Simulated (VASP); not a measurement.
# SiMo3 (I4/mmm) in VASP: a series of runs

Runs on SiMo3. Level: PBE. Tasks: relaxation of cell and atoms, single point.

All numbers are computed with VASP 6.6.1; they aren't measurements. Logs are shortened: lines on timing, memory, paths and dates and some standing lists are left out, and cuts for length are marked.

### 1 The crystal as given

It takes space group I4/mmm (No. 139, tetragonal). The conventional cell has a = 5.450 Å, b = 5.450 Å, c = 5.154 Å, α = 90.00°, β = 90.00°, γ = 90.00°. Si (site symmetry 4/mmm) has 6 Mo at 2.58 to 2.73 Å as nearest neighbours. Mo (site symmetry mmm) is surrounded by 4 Mo at 2.58 to 2.73 Å and 2 Si at 2.73 Å. Mo (site symmetry 4/mmm) has 2 Si at 2.58 Å and 4 Mo at 2.73 Å as nearest neighbours.

The cell was built by a generator and needn't be a form met in nature.

### 2 Relaxation of cell and atoms, PBE

Contents of INCAR:

```
SYSTEM = SiMo3
PREC = Normal
ENCUT = 520
EDIFF = 1E-4
ISMEAR = 0
SIGMA = 0.15
LREAL = .False.
LASPH = .True.
NELM = 60
ALGO = Fast
ISIF = 3
LWAVE = .False.
LCHARG = .False.
GGA = PE
IBRION = 2
NSW = 24
EDIFFG = -0.08
KPAR = 2
```

Contents of KPOINTS:

```
Automatic mesh
0
Gamma
  6 6 6
  0 0 0
```

Contents of POSCAR:

```
SiMo3
1.0
   -2.7252304700      2.7252304700      2.5771131100
    2.7252304700     -2.7252304700      2.5771131100
    2.7252304700      2.7252304700     -2.5771131100
Si Mo
1 3
Direct
    0.5000000000      0.5000000000      0.0000000000
    0.5000000000      0.0000000000      0.5000000000
    0.0000000000      0.5000000000      0.5000000000
    0.0000000000      0.0000000000      0.0000000000
```

Potentials or basis: VASP PAW PBE potentials, release 64 (Si, Mo_sv).

Launch:

```bash
cat potpaw_PBE.64/Si/POTCAR potpaw_PBE.64/Mo_sv/POTCAR > POTCAR
mpirun -np 2 vasp_std > vasp.out
```

OUTCAR:

```text
SYSTEM = SiMo3
   PREC = Normal
   ENCUT = 520
   EDIFF = 1E-4
   ISMEAR = 0
   LREAL = .False.
   LASPH = .True.
   NELM = 60
   ISIF = 3
   GGA = PE
   IBRION = 2
   NSW = 24
   EDIFFG = -0.08

 ion  position               nearest neighbor table
   1  0.500  0.500  0.000-   4 2.58   4 2.58   2 2.73   2 2.73   3 2.73   3 2.73
   2  0.500  0.000  0.500-   3 2.58   3 2.58   4 2.73   1 2.73   4 2.73   1 2.73
   3  0.000  0.500  0.500-   2 2.58   2 2.58   4 2.73   4 2.73   1 2.73   1 2.73
   4  0.000  0.000  0.000-   1 2.58   1 2.58   3 2.73   3 2.73   2 2.73   2 2.73

  LATTYP: Found a body centered tetragonal cell.
 ALAT       =     5.4504609400
 C/A-ratio  =     0.9456496023

  Lattice vectors:

 A1 = (  -2.7252304700,   2.7252304700,   2.5771131100)
 A2 = (   2.7252304700,  -2.7252304700,   2.5771131100)
 A3 = (   2.7252304700,   2.7252304700,  -2.5771131100)

Analysis of symmetry for initial positions (statically):
=====================================================================
 Subroutine PRICEL returns:
 Original cell was already a primitive cell.

 Routine SETGRP: Setting up the symmetry group for a
 body centered tetragonal supercell.

 Subroutine GETGRP returns: Found 16 space group operations
 (whereof 16 operations were pure point group operations)
 out of a pool of 16 trial point group operations.

The static configuration has the point symmetry D_4h.

Analysis of symmetry for dynamics (positions and initial velocities):
=====================================================================
 Subroutine PRICEL returns:
 Original cell was already a primitive cell.

 Routine SETGRP: Setting up the symmetry group for a
 body centered tetragonal supercell.

 Subroutine GETGRP returns: Found 16 space group operations
 (whereof 16 operations were pure point group operations)
 out of a pool of 16 trial point group operations.

The dynamic configuration has the point symmetry D_4h.

 Subroutine INISYM returns: Found 16 space group operations
 (whereof 16 operations are pure point group operations),
 and found     1 'primitive' translations

----------------------------------------------------------------------------------------

                                     Primitive cell

  volume of cell :      76.5597

  direct lattice vectors                    reciprocal lattice vectors
    -2.725230470  2.725230470  2.577113110     0.000000000  0.183470721  0.194015543
     2.725230470 -2.725230470  2.577113110     0.183470721  0.000000000  0.194015543
     2.725230470  2.725230470 -2.577113110     0.183470721  0.183470721  0.000000000

  length of vectors
     4.636299625  4.636299625  4.636299625     0.267027221  0.267027221  0.259466782

  position of ions in fractional coordinates (direct lattice)
     0.500000000  0.500000000  0.000000000
     0.500000000  0.000000000  0.500000000
     0.000000000  0.500000000  0.500000000
     0.000000000  0.000000000  0.000000000

  ion indices of the primitive-cell ions
   primitive index   ion index
                 1           1
                 2           2
                 3           3
                 4           4

----------------------------------------------------------------------------------------

 KPOINTS: Automatic mesh

Automatic generation of k-mesh.
 Grid dimensions read from file:
 generate k-points for:    6    6    6

 Generating k-lattice:

  Cartesian coordinates                     Fractional coordinates (reciprocal lattice)
     0.000000000  0.030578454  0.032335924     0.166666667 -0.000000000  0.000000000
     0.030578454  0.000000000  0.032335924    -0.000000000  0.166666667  0.000000000
     0.030578454  0.030578454  0.000000000     0.000000000  0.000000000  0.166666667

  Length of vectors
     0.044504537  0.044504537  0.043244464

  Shift w.r.t. Gamma in fractional coordinates (k-lattice)
     0.000000000  0.000000000  0.000000000

 Subroutine IBZKPT returns following result:
 ===========================================

 Found     30 irreducible k-points:

 Following reciprocal coordinates:
            Coordinates               Weight
  0.000000  0.000000  0.000000      1.000000
  0.166667 -0.000000  0.000000      8.000000
  0.333333  0.000000 -0.000000      8.000000
  0.500000  0.000000 -0.000000      4.000000
  0.166667  0.166667  0.000000      8.000000
  0.333333  0.166667  0.000000     16.000000
[... 16 lines left out ...]
 -0.333333 -0.333333  0.166667      8.000000
 -0.166667 -0.333333  0.166667      8.000000
 [... further k-points ...]
   k-points           NKPTS =     30   k-points in BZ     NKDIM =     30   number of bands    NBANDS=     27
   number of dos      NEDOS =    301   number of ions     NIONS =      4
   total plane-waves  NPLWV =  21952
   dimension x,y,z NGX =    28 NGY =   28 NGZ =   28
   dimension x,y,z NGXF=    56 NGYF=   56 NGZF=   56
   ions per type =               1   3
   NGX,Y,Z   is equivalent  to a cutoff of  10.04, 10.04, 10.04 a.u.
   NGXF,Y,Z  is equivalent  to a cutoff of  20.08, 20.08, 20.08 a.u.
 SYSTEM =  SiMo3
   PREC   = normal    normal or accurate (medium, high low for compatibility)
   ISTART =      0    job   : 0-new  1-cont  2-samecut
   ICHARG =      2    charge: 1-file 2-atom 10-const
   ISPIN  =      1    spin polarized calculation?
   LNONCOLLINEAR =      F non collinear calculations
   LSORBIT =      F    spin-orbit coupling
   LASPH  =      T    aspherical Exc in radial PAW
   ENCUT  =  520.0 eV  38.22 Ry    6.18 a.u.   8.62  8.62  8.62*2*pi/ulx,y,z
   NELM   =     60;   NELMIN=  2; NELMDL= -5     # of ELM steps
   EDIFF  = 0.1E-03   stopping-criterion for ELM
   LREAL  =      F    real-space projection
   EDIFFG = -.8E-01   stopping-criterion for IOM
   NSW    =     24    number of steps for IOM
   IBRION =      2    ionic relax: 0-MD 1-quasi-New 2-CG
   NFREE  =      1    steps in history (QN), initial steepest desc. (CG)
   ISIF   =      3    stress and relaxation
   ISYM   =      2    0-nonsym 1-usesym 2-fastsym
   POTIM  = 0.5000    time-step for ionic-motion
   TEBEG  =    0.0;   TEEND  =   0.0 temperature during run
   PSTRESS=    0.0 pullay stress
   NELECT =      46.0000    total number of electrons
   NUPDOWN=      -1.0000    fix difference up-down
   EMIN   =  10.00;   EMAX   =-10.00  energy-range for DOS
   EFERMI =   0.00;   METHOD = LEGACY
   ISMEAR =     0;   SIGMA  =   0.15  broadening in eV -4-tet -1-fermi 0-gaus
   EFERMI_NEDOS =   21; number of points for ismear=-14 and -15
   IALGO  =     68    algorithm
   IMIX   =      4    mixing-type and parameters
     AMIX     =   0.40;   BMIX     =  1.00
     AMIX_MAG =   1.60;   BMIX_MAG =  1.00
  volume/ion in A,a.u.               =      19.14       129.16
  Fermi-wavevector in a.u.,A,eV,Ry     =   1.381425  2.610516 25.964492  1.908336
  Thomas-Fermi vector in A             =   2.506211
   LORBIT       =      0    0 simple, 1 ext, 2 COOP (PROOUT), +10 PAW based schemes
   GGA     = PE    functional components
   LHFCALC =     F    Hartree Fock is set to
   AEXX    =    0.0000 exact exchange contribution
   IVDW    =     0    specifies the selected vdW correction
   LEPSILON=     F    determine dielectric tensor
   LRPA    =     F    only Hartree local field effects (RPA)
 conjugate gradient relaxation of ions
 non-spin polarized calculation
 RMM-DIIS sequential band-by-band and
 Gauss-broadening in eV      SIGMA  =   0.15
  energy-cutoff  :      520.00
  volume of cell :       76.56
 maximum number of plane-waves:      2074
   NGX = 17   NGY = 17   NGZ = 17

--------------------------------------- Ionic step        1  -------------------------------------------

 number of electron      46.0000012 magnetization

 Free energy of the ion-electron system (eV)
  ---------------------------------------------------
  ext. energy  EPLUGINS =         0.00000000
  ---------------------------------------------------
  free energy    TOTEN  =       -33.62859817 eV

  energy without entropy =      -33.54757247  energy(sigma->0) =      -33.58808532

------------------------ aborting loop because EDIFF is reached ----------------------------------------

  FORCE on cell =-STRESS in cart. coord.  units (eV):
  Direction    XX          YY          ZZ          XY          YZ          ZX
  --------------------------------------------------------------------------------------
  -------------------------------------------------------------------------------------
  Total       -7.9783825     -7.9783825     -3.9632504      0.0000000     -0.0000000      0.0000000
  in kB     -166.9650191   -166.9650191    -82.9396419      0.0000000     -0.0000000      0.0000000
  external PRESSURE =    -138.9565601 kB  Pullay stress =       0.0000000 kB
[... 251 lines left out ...]
  energy  without entropy=      -34.0028699407  energy(sigma->0) =      -34.04771486

--------------------------------------- Ionic step        8  -------------------------------------------

 number of electron      45.9999989 magnetization

 E-fermi :   9.9840     XC(G=0): -12.1011

 val. band max:        9.9406133724   @ k =   0.5000   0.5000  -0.0000
 cond. band min:       9.9867038874   @ k =   0.0000   0.0000   0.0000
 fundamental gap:      0.0460905150
 Fermi energy:         9.9839618813

 k-point     1 :       0.0000    0.0000    0.0000
  band No.  band energies     occupation
      1     -51.0009      2.00000
      2     -50.6939      2.00000
      3     -50.6936      2.00000
      4     -25.6363      2.00000
      5     -25.6353      2.00000
      6     -25.6353      2.00000
[... 746 lines left out ...]
  energy  without entropy=      -34.0010237231  energy(sigma->0) =      -34.04625197

--------------------------------------- Ionic step        9  -------------------------------------------

 number of electron      45.9999980 magnetization

 Free energy of the ion-electron system (eV)
  ---------------------------------------------------
  ext. energy  EPLUGINS =         0.00000000
  ---------------------------------------------------
  free energy    TOTEN  =       -34.09466997 eV

  energy without entropy =      -34.00469088  energy(sigma->0) =      -34.04968043

 E-fermi :  10.1244     XC(G=0): -12.1521

 val. band max:       10.1239694248   @ k =   0.0000   0.0000   0.0000
 cond. band min:      10.1310877949   @ k =  -0.3333   0.5000   0.1667
 fundamental gap:      0.0071183701
 Fermi energy:        10.1243543952

 k-point     1 :       0.0000    0.0000    0.0000
  band No.  band energies     occupation
      1     -50.8590      2.00000
      2     -50.5405      2.00000
      3     -50.5398      2.00000
      4     -25.5140      2.00000
      5     -25.5139      2.00000
      6     -25.5139      2.00000
[... 742 lines left out ...]
  FREE ENERGIE OF THE ION-ELECTRON SYSTEM (eV)
  ---------------------------------------------------
  free  energy   TOTEN  =       -34.0946699660 eV

  energy  without entropy=      -34.0046908843  energy(sigma->0) =      -34.04968043

 reached required accuracy - stopping structural energy minimisation
```

It took 58 s on 2 MPI ranks of Intel Xeon 6975P-C (Granite Rapids), shared host; peak memory 0.18 GiB.

Results:

```
Free energy                            : -34.0947 eV
Relaxed volume                         : 17.16 Å³/atom
Relaxed cell                           : a = 4.467 Å, b = 4.467 Å, c = 4.467 Å, α = 109.47°, β = 109.47°, γ = 109.48°
Space group after relaxing (to 0.05 Å) : Im-3m (No. 229)
Energy gained by relaxing              : 116.5 meV/atom
Ionic steps                            : 9
Pressure after relaxing                : -0.1 GPa
Band gap on the k mesh                 : none (metal or under the smearing width)
```

Step by step:
| step | energy change (eV) | largest force (eV/Å) | pressure (GPa) | volume (Å³) |
| --- | --- | --- | --- | --- |
| 1 | 0.0000 | 0.0000 | -13.90 | 76.56 |
| 2 | 0.3425 | 0.0000 | 32.07 | 59.55 |
| 3 | -0.4275 | 0.0000 | 0.34 | 68.60 |
| 4 | -0.4281 | 0.0000 | 0.69 | 68.34 |
| 5 | -0.4275 | 0.0000 | 1.38 | 68.06 |
| 6 | -0.4619 | 0.0000 | 1.29 | 68.16 |
| 7 | -0.4640 | 0.0000 | 1.29 | 68.15 |
| 8 | -0.4629 | 0.0000 | -1.25 | 69.32 |
| 9 | -0.4661 | 0.0000 | -0.07 | 68.63 |

Final structure:
```
CELL_PARAMETERS angstrom
-2.57927 2.57927 2.57905
2.57927 -2.57927 2.57905
2.57927 2.57927 -2.57905
ATOMIC_POSITIONS crystal
Si 0.50000 0.50000 0.00000
Mo 0.50000 0.00000 0.50000
Mo 0.00000 0.50000 0.50000
Mo 0.00000 0.00000 0.00000
```

Levels at points of the mesh, in eV from the Fermi level:
```csv
k point,band 19,band 20,band 21,band 22,band 23,band 24,band 25,band 26
"(0.00, 0.00, 0.00)",-3.56,0.00,0.00,0.00,0.75,0.75,1.43,1.43
"(0.50, 0.00, 0.00)",-1.86,-1.25,-0.78,-0.53,-0.43,-0.36,-0.04,0.86
"(0.50, 0.50, 0.00)",-1.87,-1.25,-0.78,-0.53,-0.43,-0.37,-0.04,0.86
"(0.50, 0.50, 0.50)",-2.94,-2.32,-2.32,-2.32,0.38,0.38,0.76,0.76
```

Caveat: the relaxation stopped at a loose force limit of 0.08 eV/Å, so its end isn't a converged minimum.

[end of part 1 of 3]
